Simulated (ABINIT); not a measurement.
A calculation with ABINIT 10.8.3 (patched build) of Rh (ASE script, Cartesian positions):

Contents of run.py:

```python
import json, os
import numpy as np
from ase.units import GPa
from ase.calculators.abinit import Abinit, AbinitProfile
from ase.io import read

atoms = read('Rh.xyz')

profile = AbinitProfile(command='abinit', pp_paths=[os.path.abspath('pseudos')])
params = dict(
    pps='pawxml', xc='PBE',
    ecut=435.3822,
    pawecutdg=870.7644,
    pawxcdev=0,
    kptopt=1,
    ngkpt=[11, 11, 6],
    nshiftk=1,
    shiftk=[0.0, 0.0, 0.0],
    ixc=11,
    nband=21,
    occopt=3,
    tsmear=0.05,
    nstep=100,
    tolvrs=1e-09,
    prtwf=0,
    prtden=0,
)

atoms.calc = Abinit(profile=profile, directory='run', **params)
energy = atoms.get_potential_energy()
forces = atoms.get_forces()
stress = atoms.get_stress()
print(f'energy {energy:.6f} eV')
print('forces (eV/A)')
print(np.round(forces, 5))
print('stress (GPa, Voigt, tension positive)', np.round(stress / GPa, 4))
json.dump(dict(energy=energy, forces=forces.tolist(), stress=stress.tolist(), cell=atoms.cell.tolist(), frac=atoms.get_scaled_positions(wrap=False).tolist()), open('results.json', 'w'))
```

File Rh.xyz:

```xyz
2
Lattice="2.7309790422 0.0000000000 0.0000000000 -1.3654895211 2.3650972278 0.0000000000 0.0000000000 0.0000000000 4.4284890000" Properties=species:S:1:pos:R:3 pbc="T T T"
Rh    -0.0000000001      1.5767314853      1.1071222500
Rh     1.3654895212      0.7883657425      3.3213667500
```

Potentials or basis: JTH PAW PBE v2.0.

Run with:

```console
$ python run.py
```

This isn't the form of Rh at room conditions, which is fcc.

Task: Write the same calculation in another form: native input, structure from a POSCAR.

Result: As run:

The input run.abi:

```
pp_dirpath "./"
pseudos "Rh.GGA_PBE-JTH.xml"

structure "poscar:POSCAR"
natom 2

ecut 16.0
pawecutdg 32.0
pawxcdev 0

kptopt 1
ngkpt 11 11 6
nshiftk 1
shiftk 0.0 0.0 0.0

ixc 11

nband 21
occopt 3
tsmear 0.00183747

nstep 100
tolvrs 1.0e-9

iomode 3
prtwf 0
prtden 0
prteig 0
prtebands 0
enunit 2
```

The input POSCAR:

```
Rh
1.0
    2.7309790422      0.0000000000      0.0000000000
   -1.3654895211      2.3650972278      0.0000000000
    0.0000000000      0.0000000000      4.4284890000
Rh
2
Direct
    0.3333333333      0.6666666667      0.2500000000  Rh
    0.6666666667      0.3333333333      0.7500000000  Rh
```

Potentials or basis: JTH PAW PBE v2.0.

The run is started by

```bash
$ abinit run.abi > log 2>&1
```

Both were run:

|  | ASE script, Cartesian positions | native input, structure from a POSCAR |
| --- | --- | --- |
| Pressure | -3.8 GPa | -3.8 GPa |
| Band gap on the k mesh | none (metal or under the smearing width) | none (metal or under the smearing width) |
| Valence electrons inside the program's atomic spheres | Rh 14.84 (radii [1.1708] Å) | Rh 14.84 (radii [1.1708] Å) |

Keys that steer only the numerical path or the files written may differ.
